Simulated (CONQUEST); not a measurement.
PbS:

```
Pb S
1.0
     3.78817    0.00000    0.00000
     0.00000    4.08970    0.00000
     0.00000    0.00000    7.08356
Pb S
2 2
Direct
  0.00000 0.00000 0.00000
  0.00000 0.50000 0.50000
  0.50000 0.00000 0.66667
  0.50000 0.50000 0.16667
```

Measurements of this composition are mostly on another form, of space group No. 225.

* Program: CONQUEST 1.3
* Task: single point
* Functional: PBE
* Potentials or basis: PseudoDojo NC PBE, DZP, grid cutoff 120 Ha
* k mesh: 7 × 7 × 4
* Occupations: fermi-dirac, width 0.05 eV
* Spin: no spin polarisation

On this cell: pressure 0.8 GPa; largest force under 0.003 eV/Å; band gap on the k mesh none (metal or under the smearing width).

The same run follows on a disturbed copy (atoms moved at random, drawn with an rms of 0.05 Å):

```
CELL_PARAMETERS angstrom
3.78817 0.00000 0.00000
0.00000 4.08970 0.00000
0.00000 0.00000 7.08356
ATOMIC_POSITIONS crystal
Pb 0.99818 0.49856 0.49543
Pb 0.99818 0.99856 0.99543
S 0.50437 0.49421 0.17530
S 0.50437 0.99421 0.67530
```

**Question.** What does the disturbed cell give?

**Answer.** The energy (extrapolated to zero smearing) moves by +4.4 meV/atom; pressure 0.9 GPa; largest force 0.194 eV/Å; band gap on the k mesh none (metal or under the smearing width).

Forces on the atoms (eV/Å):
```
Pb  -0.021 -0.037  0.184
Pb  -0.021 -0.037  0.184
S    0.022  0.033 -0.190
S    0.022  0.033 -0.190
```

Stress tensor (GPa, compression positive):
```
 1.30 -0.02  0.06
-0.02  0.54  0.02
 0.06  0.02  0.86
```

The forces don't sum to zero, so they hold noise of the program's grid.

Caveats: the box holds several primitive cells, so bands are folded and the points are those of the box's own zone; the basis of atomic orbitals isn't converged, which shifts pressures, moduli and gaps.
